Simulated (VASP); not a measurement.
# InAs (F-43m) in VASP: a series of runs

One crystal, InAs, is run at these levels: PBE, PBEsol; tasks: relaxation of cell and atoms.

Program: VASP 6.6.1. These are calculated values, not measurements. Logs are shortened: lines on timing, memory, paths and dates and some standing lists are left out, and cuts for length are marked.

## Step 1: Starting point

The structure is cubic, space group F-43m (No. 216). Conventional cell: a = 6.036 Å, b = 6.036 Å, c = 6.036 Å, α = 90.00°, β = 90.00°, γ = 90.00°. In (site symmetry -43m) has 4 As at 2.61 Å as nearest neighbours. As (site symmetry -43m) has 4 In at 2.61 Å as nearest neighbours.

## Step 2: Relaxation of cell and atoms, PBE

File INCAR:

```
SYSTEM = InAs
PREC = Accurate ; ENCUT = 600
EDIFF = 1E-6 ; ISMEAR = 0
SIGMA = 0.03 ; LREAL = .FALSE.
LASPH = .TRUE. ; NELM = 80
ALGO = Normal ; ISIF = 3
LWAVE = .FALSE. ; LCHARG = .FALSE.
GGA = PE ; IBRION = 2
NSW = 90 ; EDIFFG = -0.01
```

File KPOINTS:

```
regular mesh
0
G
  10 10 10
  0 0 0
```

File POSCAR:

```
InAs
1.0
    0.0000000000      3.0180000000      3.0180000000
    3.0180000000      0.0000000000      3.0180000000
    3.0180000000      3.0180000000      0.0000000000
In As
1 1
Direct
    0.0000000000      0.0000000000      0.0000000000
    0.2500000000      0.2500000000      0.2500000000
```

Potentials or basis: VASP PAW PBE potentials, release 64 (In_d, As).

On the command line:

```bash
> cat potpaw_PBE.64/In_d/POTCAR potpaw_PBE.64/As/POTCAR > POTCAR
> mpirun -np 1 vasp_std > vasp.out
```

OUTCAR:

```text
SYSTEM = InAs
   PREC = Accurate
   ENCUT = 600
   EDIFF = 1E-6
   ISMEAR = 0
   LREAL = .FALSE.
   LASPH = .TRUE.
   NELM = 80
   ISIF = 3
   GGA = PE
   IBRION = 2
   NSW = 90
   EDIFFG = -0.01

 ion  position               nearest neighbor table
   1  0.000  0.000  0.000-   2 2.61   2 2.61   2 2.61   2 2.61
   2  0.250  0.250  0.250-   1 2.61   1 2.61   1 2.61   1 2.61

  LATTYP: Found a face centered cubic cell.
 ALAT       =     6.0360000000

  Lattice vectors:

 A1 = (   0.0000000000,   3.0180000000,   3.0180000000)
 A2 = (   3.0180000000,   0.0000000000,   3.0180000000)
 A3 = (   3.0180000000,   3.0180000000,   0.0000000000)

Analysis of symmetry for initial positions (statically):
=====================================================================
 Subroutine PRICEL returns:
 Original cell was already a primitive cell.

 Routine SETGRP: Setting up the symmetry group for a
 face centered cubic supercell.

 Subroutine GETGRP returns: Found 24 space group operations
 (whereof 24 operations were pure point group operations)
 out of a pool of 48 trial point group operations.

The static configuration has the point symmetry T_d .

Analysis of symmetry for dynamics (positions and initial velocities):
=====================================================================
 Subroutine PRICEL returns:
 Original cell was already a primitive cell.

 Routine SETGRP: Setting up the symmetry group for a
 face centered cubic supercell.

 Subroutine GETGRP returns: Found 24 space group operations
 (whereof 24 operations were pure point group operations)
 out of a pool of 48 trial point group operations.

The dynamic configuration has the point symmetry T_d .

 Subroutine INISYM returns: Found 24 space group operations
 (whereof 24 operations are pure point group operations),
 and found     1 'primitive' translations

----------------------------------------------------------------------------------------

                                     Primitive cell

  volume of cell :      54.9778

  direct lattice vectors                    reciprocal lattice vectors
     0.000000000  3.018000000  3.018000000    -0.165672631  0.165672631  0.165672631
     3.018000000  0.000000000  3.018000000     0.165672631 -0.165672631  0.165672631
     3.018000000  3.018000000  0.000000000     0.165672631  0.165672631 -0.165672631

  length of vectors
     4.268096531  4.268096531  4.268096531     0.286953414  0.286953414  0.286953414

  position of ions in fractional coordinates (direct lattice)
     0.000000000  0.000000000  0.000000000
     0.250000000  0.250000000  0.250000000

  ion indices of the primitive-cell ions
   primitive index   ion index
                 1           1
                 2           2

----------------------------------------------------------------------------------------

 KPOINTS: regular mesh

Automatic generation of k-mesh.
 Grid dimensions read from file:
 generate k-points for:   10   10   10

 Generating k-lattice:

  Cartesian coordinates                     Fractional coordinates (reciprocal lattice)
    -0.016567263  0.016567263  0.016567263     0.100000000  0.000000000  0.000000000
     0.016567263 -0.016567263  0.016567263     0.000000000  0.100000000  0.000000000
     0.016567263  0.016567263 -0.016567263     0.000000000  0.000000000  0.100000000

  Length of vectors
     0.028695341  0.028695341  0.028695341

  Shift w.r.t. Gamma in fractional coordinates (k-lattice)
     0.000000000  0.000000000  0.000000000

 Subroutine IBZKPT returns following result:
 ===========================================

 Found     47 irreducible k-points:

 Following reciprocal coordinates:
            Coordinates               Weight
  0.000000  0.000000  0.000000      1.000000
  0.100000  0.000000  0.000000      8.000000
  0.200000  0.000000  0.000000      8.000000
  0.300000  0.000000  0.000000      8.000000
  0.400000  0.000000  0.000000      8.000000
  0.500000  0.000000  0.000000      4.000000
[... 16 lines left out ...]
  0.300000  0.300000  0.000000      6.000000
  0.400000  0.300000  0.000000     24.000000
 [... further k-points ...]
   k-points           NKPTS =     47   k-points in BZ     NKDIM =     47   number of bands    NBANDS=     13
   number of dos      NEDOS =    301   number of ions     NIONS =      2
   total plane-waves  NPLWV =  46656
   dimension x,y,z NGX =    36 NGY =   36 NGZ =   36
   dimension x,y,z NGXF=    72 NGYF=   72 NGZF=   72
   ions per type =               1   1
   NGX,Y,Z   is equivalent  to a cutoff of  14.02, 14.02, 14.02 a.u.
   NGXF,Y,Z  is equivalent  to a cutoff of  28.04, 28.04, 28.04 a.u.
 SYSTEM =  InAs
   PREC   = accura    normal or accurate (medium, high low for compatibility)
   ISTART =      0    job   : 0-new  1-cont  2-samecut
   ICHARG =      2    charge: 1-file 2-atom 10-const
   ISPIN  =      1    spin polarized calculation?
   LNONCOLLINEAR =      F non collinear calculations
   LSORBIT =      F    spin-orbit coupling
   LASPH  =      T    aspherical Exc in radial PAW
   ENCUT  =  600.0 eV  44.10 Ry    6.64 a.u.   8.52  8.52  8.52*2*pi/ulx,y,z
   NELM   =     80;   NELMIN=  2; NELMDL= -5     # of ELM steps
   EDIFF  = 0.1E-05   stopping-criterion for ELM
   LREAL  =      F    real-space projection
   EDIFFG = -.1E-01   stopping-criterion for IOM
   NSW    =     90    number of steps for IOM
   IBRION =      2    ionic relax: 0-MD 1-quasi-New 2-CG
   NFREE  =      1    steps in history (QN), initial steepest desc. (CG)
   ISIF   =      3    stress and relaxation
   ISYM   =      2    0-nonsym 1-usesym 2-fastsym
   POTIM  = 0.5000    time-step for ionic-motion
   TEBEG  =    0.0;   TEEND  =   0.0 temperature during run
   PSTRESS=    0.0 pullay stress
   NELECT =      18.0000    total number of electrons
   NUPDOWN=      -1.0000    fix difference up-down
   EMIN   =  10.00;   EMAX   =-10.00  energy-range for DOS
   EFERMI =   0.00;   METHOD = LEGACY
   ISMEAR =     0;   SIGMA  =   0.03  broadening in eV -4-tet -1-fermi 0-gaus
   EFERMI_NEDOS =   21; number of points for ismear=-14 and -15
   IALGO  =     38    algorithm
   IMIX   =      4    mixing-type and parameters
     AMIX     =   0.40;   BMIX     =  1.00
     AMIX_MAG =   1.60;   BMIX_MAG =  1.00
  volume/ion in A,a.u.               =      27.49       185.50
  Fermi-wavevector in a.u.,A,eV,Ry     =   1.128331  2.132236 17.321990  1.273130
  Thomas-Fermi vector in A             =   2.265020
   LORBIT       =      0    0 simple, 1 ext, 2 COOP (PROOUT), +10 PAW based schemes
   GGA     = PE    functional components
   LHFCALC =     F    Hartree Fock is set to
   AEXX    =    0.0000 exact exchange contribution
   IVDW    =     0    specifies the selected vdW correction
   LEPSILON=     F    determine dielectric tensor
   LRPA    =     F    only Hartree local field effects (RPA)
 conjugate gradient relaxation of ions
 non-spin polarized calculation
 Gauss-broadening in eV      SIGMA  =   0.03
  energy-cutoff  :      600.00
  volume of cell :       54.98
 maximum number of plane-waves:      1854
 NGX is ok and might be reduce to    36
   NGX = 17   NGY = 17   NGZ = 17

--------------------------------------- Ionic step        1  -------------------------------------------

 number of electron      18.0000003 magnetization

 Free energy of the ion-electron system (eV)
  ---------------------------------------------------
  ext. energy  EPLUGINS =         0.00000000
  ---------------------------------------------------
  free energy    TOTEN  =        -7.66432656 eV

  energy without entropy =       -7.66428028  energy(sigma->0) =       -7.66430342

 E-fermi :   4.5720     XC(G=0):  -9.1171

 val. band max:        4.5628858329   @ k =   0.0000   0.0000   0.0000
 cond. band min:       5.5303096809   @ k =   0.1000   0.0000   0.0000
 fundamental gap:      0.9674238480
 Fermi energy:         4.5720228710

 k-point     1 :       0.0000    0.0000    0.0000
  band No.  band energies     occupation
      1      -9.8397      2.00000
      2      -9.8397      2.00000
      3      -9.8397      2.00000
      4      -9.7115      2.00000
      5      -9.7115      2.00000
      6      -7.3339      2.00000
      7       4.3956      2.00000
      8       4.5629      1.33333
      9       4.5629      1.33333
     10       4.5629      1.33333
     11       8.4732      0.00000
     12       8.4732      0.00000
     13       8.4732      0.00000

 k-point     2 :       0.1000    0.0000    0.0000
  band No.  band energies     occupation
      1      -9.8532      2.00000
      2      -9.8358      2.00000
      3      -9.8358      2.00000
      4      -9.7116      2.00000
      5      -9.7116      2.00000
      6      -7.2288      2.00000
      7       3.0572      2.00000
      8       4.4333      2.00000
      9       4.4333      2.00000
     10       5.5303      0.00000
     11       8.5419      0.00000
[... 412 lines left out ...]
 POSITION                                       TOTAL-FORCE (eV/Angst)
 -----------------------------------------------------------------------------------
      3.12718      3.12718      6.25436         0.000000      0.000000      0.000000
      1.56359      1.56359      1.56359        -0.000000     -0.000000     -0.000000
 -----------------------------------------------------------------------------------
    total drift:                               -0.000000     -0.000000      0.000000

  FREE ENERGIE OF THE ION-ELECTRON SYSTEM (eV)
  ---------------------------------------------------
  free  energy   TOTEN  =        -7.7098414691 eV

  energy  without entropy=       -7.7097951904  energy(sigma->0) =       -7.70981833

--------------------------------------- Ionic step        3  -------------------------------------------

 number of electron      17.9999997 magnetization

 Free energy of the ion-electron system (eV)
  ---------------------------------------------------
  ext. energy  EPLUGINS =         0.00000000
  ---------------------------------------------------
  free energy    TOTEN  =        -7.71858625 eV

  energy without entropy =       -7.71853997  energy(sigma->0) =       -7.71856311

 E-fermi :   3.8424     XC(G=0):  -8.7922

 val. band max:        3.8332576413   @ k =   0.0000   0.0000   0.0000
 cond. band min:       4.5767221463   @ k =   0.1000   0.0000   0.0000
 fundamental gap:      0.7434645051
 Fermi energy:         3.8423946614

 k-point     1 :       0.0000    0.0000    0.0000
  band No.  band energies     occupation
      1     -10.4331      2.00000
      2     -10.4331      2.00000
      3     -10.4331      2.00000
      4     -10.3335      2.00000
      5     -10.3335      2.00000
      6      -7.6033      2.00000
      7       3.2866      2.00000
      8       3.8333      1.33334
      9       3.8333      1.33333
     10       3.8333      1.33333
     11       7.7058      0.00000
     12       7.7058      0.00000
     13       7.7058      0.00000

 k-point     2 :       0.1000    0.0000    0.0000
  band No.  band energies     occupation
      1     -10.4426      2.00000
      2     -10.4301      2.00000
      3     -10.4301      2.00000
      4     -10.3336      2.00000
      5     -10.3336      2.00000
      6      -7.5119      2.00000
      7       2.2291      2.00000
      8       3.7194      2.00000
      9       3.7194      2.00000
     10       4.5767      0.00000
     11       7.7417      0.00000
[... 376 lines left out ...]
 POSITION                                       TOTAL-FORCE (eV/Angst)
 -----------------------------------------------------------------------------------
      0.00000      0.00000     -0.00000         0.000000      0.000000      0.000000
      1.54707      1.54707      1.54707        -0.000000     -0.000000     -0.000000
 -----------------------------------------------------------------------------------
    total drift:                               -0.000000     -0.000000     -0.000000

  FREE ENERGIE OF THE ION-ELECTRON SYSTEM (eV)
  ---------------------------------------------------
  free  energy   TOTEN  =        -7.7185862486 eV

  energy  without entropy=       -7.7185399698  energy(sigma->0) =       -7.71856311

 reached required accuracy - stopping structural energy minimisation
```

It took 2.7 min on 1 thread of AMD EPYC 7R43 (Zen 3), shared host; peak memory 0.2 GiB.

Results:

| Property | Result |
| --- | --- |
| Free energy | -7.7186 eV |
| Relaxed volume | 29.62 Å³/atom |
| Relaxed cell | a = 4.376 Å, b = 4.376 Å, c = 4.376 Å, α = 60.00°, β = 60.00°, γ = 60.00° |
| Space group after relaxing (to 0.05 Å) | F-43m (No. 216) |
| Energy gained by relaxing | 27.1 meV/atom |
| Ionic steps | 3 |
| Pressure after relaxing | 0.0 GPa |
| Band gap on the k mesh | none (metal or under the smearing width) |

The path:
| step | energy change (eV) | largest force (eV/Å) | pressure (GPa) | volume (Å³) |
| --- | --- | --- | --- | --- |
| 1 | 0.0000 | 0.0000 | 4.37 | 54.98 |
| 2 | -0.0455 | 0.0000 | -1.45 | 61.16 |
| 3 | -0.0543 | 0.0000 | 0.03 | 59.24 |

Final structure:
```xyz
2
Lattice="0.0000 3.0941 3.0941 3.0941 0.0000 3.0941 3.0941 3.0941 0.0000" Properties=species:S:1:pos:R:3 pbc="T T T"
In    0.0000    0.0000    0.0000
As    1.5471    1.5471    1.5471
```

Caveat: this crystal is a semiconductor, whose small gap the functional closes, so the metal is an error of the method. Zero-point motion and thermal expansion aren't in these numbers.

(Continued in part 2 of 2.)
